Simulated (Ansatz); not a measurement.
Here is an Ansatz 0.2.0 calculation.

File input.yaml:

```yaml
crystal:
  lattice:
    - [2.9682645463, 0.0, 0.0]
    - [0.0002080834, 4.7076067549, 0.0]
    - [1.4835696211, 0.242353462, 7.0834647979]
  atoms:
    - { symbol: Ti, position: [0.00337187, 0.00038881, 0.00070319] }
    - { symbol: Ti, position: [0.34464021, 0.48025965, 0.31695987] }
    - { symbol: Ti, position: [0.66170814, 0.52047436, 0.68449636] }
    - { symbol: O, position: [0.44003816, 0.18543769, 0.1285388] }
    - { symbol: O, position: [0.77792634, 0.29772875, 0.45187807] }
    - { symbol: O, position: [0.10123624, 0.30895342, 0.80624322] }
    - { symbol: O, position: [0.90649721, 0.69183699, 0.19517157] }
    - { symbol: O, position: [0.22940715, 0.70300728, 0.54951473] }
    - { symbol: O, position: [0.56802567, 0.81530006, 0.87282718] }
hamiltonian:
  xc: pbe
  pseudopotentials: { kind: paw }
kpoints:
  mp_grid: { grid: [9, 6, 4] }
scf:
  occupations: { method: fermi_dirac, width: 0.05 }
output:
  forces: true
  stress: true
  eigenvalues: true
relax:
  f_tol: 0.01
  max_steps: 40
  cell: { stress_tol: 0.05 }
```

Potentials or basis: Ansatz PAW.

The run is started by

```bash
$ ansatz run input.yaml --threads 4 --pin off --max-ram 11264MiB --backend cpu --events-out ev --progress --plain --runs-dir out
```

Q: Estimate the relaxed volume.

A: 11.26 Å³/atom.

Q: Predict the relaxed cell.

A: a = 2.979 Å, b = 4.777 Å, c = 7.280 Å, α = 88.62°, β = 78.19°, γ = 90.00°.

Step by step:
```tsv
step	energy change (eV)	largest force (eV/Å)	volume (Å³)
1	0.0000	0.1189	98.98
2	-0.0141	0.0856	100.49
3	-0.0139	0.0388	101.00
4	-0.0139	0.0358	101.05
5	-0.0141	0.0278	101.06
6	-0.0143	0.0167	101.05
7	-0.0144	0.0124	101.04
8	-0.0145	0.0041	101.04
9	-0.0145	0.0019	101.03
10	-0.0145	0.0035	101.04
11	-0.0145	0.0019	101.04
12	-0.0145	0.0020	101.04
13	-0.0145	0.0021	101.04
14	-0.0145	0.0033	101.03
15	-0.0145	0.0051	101.03
16	-0.0145	0.0112	101.04
17	-0.0144	0.0161	101.07
18	-0.0151	0.0084	101.17
19	-0.0150	0.0073	101.18
20	-0.0264	0.0073	101.18
21	-0.0257	0.0090	101.37
22	-0.0258	0.0029	101.36
23	-0.0266	0.0029	101.36
```

Caveat: odd divisions of the mesh miss points on the zone boundary, where band edges often lie, so the gap on the mesh can be too wide; the plane-wave basis is chosen anew once the cell has moved, so the energies of steps on either side of that aren't comparable; the pressure holds a Pulay correction of +0.7 GPa for the finite cutoff.
